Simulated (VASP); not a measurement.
The system is ZnSe.

```xyz
2
Lattice="0.0000 2.8202 2.8202 2.8202 0.0000 2.8202 2.8202 2.8202 0.0000" Properties=species:S:1:pos:R:3 pbc="T T T"
Zn    0.0000    0.0000    0.0000
Se    1.4101    1.4101    1.4101
```

The cell is a database's computed one.

Base run:

| Property | Result |
| --- | --- |
| Program | VASP 6.6.1 |
| Functional | TB-mBJ |
| Potentials or basis | VASP PAW PBE potentials, release 64 (Zn, Se) |
| Cutoff | 520 eV |
| k mesh | 8 × 8 × 8 |
| Occupations | gaussian, width 0.02 eV |
| Spin | no spin polarisation |

Its results: band gap on the k mesh 2.82 eV, direct.

Question: The run is repeated on the same cell with these changes: functional from TB-mBJ to r2SCAN. What comes out?

Answer: Band gap on the k mesh 1.93 eV, direct.

Not every run made on this cell is shown here.
